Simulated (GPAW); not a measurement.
Consider N on a P site in P.

```cif
data_structure
_symmetry_space_group_name_H-M 'P 1'
_symmetry_Int_Tables_number 1
_cell_length_a 7.0290
_cell_length_b 7.0290
_cell_length_c 7.2267
_cell_angle_alpha 67.755
_cell_angle_beta 112.245
_cell_angle_gamma 102.924
_cell_volume 304.53
loop_
_atom_site_label
_atom_site_type_symbol
_atom_site_fract_x
_atom_site_fract_y
_atom_site_fract_z
_atom_site_occupancy
N1 N 0.74306 0.89973 0.71951 1
P2 P 0.24188 0.33489 0.69832 1
P3 P 0.98167 0.58447 0.19100 1
P4 P 0.49163 0.07654 0.20280 1
P5 P 0.71084 0.36177 0.55135 1
P6 P 0.22973 0.86217 0.55248 1
P7 P 0.96031 0.11577 0.05165 1
P8 P 0.47171 0.62097 0.03973 1
P9 P 0.52880 0.91564 0.79432 1
P10 P 0.00647 0.41073 0.79967 1
P11 P 0.75925 0.65620 0.30399 1
P12 P 0.25949 0.15803 0.29620 1
P13 P 0.54404 0.37770 0.94986 1
P14 P 0.99613 0.88610 0.91659 1
P15 P 0.78312 0.09811 0.48608 1
P16 P 0.28905 0.62958 0.43980 1
```

Absorber: atom 1, with 2 P at 1.80 Å and 1 P at 1.82 Å (distorted pyramidal; the defect atom itself). Method: GPAW, PBE, excited-electron core hole (neutral cell), 16-atom cell with 7.0 Å between holes, 3×3×3 k points, dipole transitions, Gaussian full width 0.9 eV up to 4 eV, rising linearly to 3.5 eV at 25 eV.

**Question.** Predict the near-edge structure at the N K edge.

Main maxima up to 22 eV above the zero (height): 1.8 eV (2.49), 6.0 eV (0.92) and 8.8 eV (0.90). A K edge sees empty p states on the absorber. The total-energy difference is 407.32 eV. One term is added: -7.82 eV, since the hole is spin-paired here and a spin-polarised one costs that much less in the free atom (computed apart). The photon energy is then 399.50 eV. The functional leaves an error of a few eV in such absolute values.

The N K spectrum (energy from the bottom of the conduction band, which holds the excited electron; intensity scaled to a mean of 1 over the first 20 eV):

```csv
E (eV),isotropic,ε ∥ x,ε ∥ y,ε ∥ z
-2.0,0.00,0.00,0.00,0.00
-1.0,0.00,0.00,0.00,0.01
0.0,0.40,0.29,0.41,0.49
1.0,2.00,2.96,1.55,1.48
2.0,2.44,3.58,1.44,2.28
3.0,1.65,1.66,1.71,1.60
4.0,1.38,1.80,1.17,1.18
5.0,0.71,0.66,0.89,0.59
6.0,0.92,0.97,0.82,0.97
7.0,0.80,0.86,0.80,0.73
8.0,0.86,0.77,1.04,0.77
9.0,0.90,0.83,0.90,0.97
10.0,0.82,0.78,0.76,0.93
11.0,0.79,0.75,0.77,0.84
12.0,0.81,0.84,0.78,0.82
13.0,0.83,0.91,0.77,0.80
14.0,0.81,0.93,0.72,0.79
15.0,0.80,0.86,0.71,0.81
16.0,0.77,0.80,0.74,0.79
17.0,0.75,0.77,0.77,0.71
18.0,0.72,0.74,0.76,0.65
19.0,0.68,0.71,0.70,0.63
20.0,0.65,0.65,0.65,0.64
21.0,0.61,0.58,0.62,0.64
22.0,0.59,0.53,0.62,0.61
23.0,0.57,0.51,0.61,0.57
```

In so small a cell the defects form an ordered array, and no site is far from one. The mesh is coarse (0.33 Å⁻¹ between points), so small maxima may be mesh ripples.

[Banner, clock and machine lines of the logs are left out without a mark of their own.]

[Logs are printed without paths, hosts, clocks, repeated set-up lines and the standing remarks that a program may print on its own settings, such as how far it seeks lower states.]

[Hosts, paths, dates, database ids (printed as entryN), source tags and the programs' standing remarks are cut or masked in the printed files.]

[Lists of maxima count a maximum above −3 eV only where it reaches 4 % of the highest in the window and stands out from its surroundings by 2 % of it (1.5 % where it reaches 55 %); shoulders and weaker maxima are passed over, and of the rest the first, up to two pre-edge ones and the few strongest are named.]
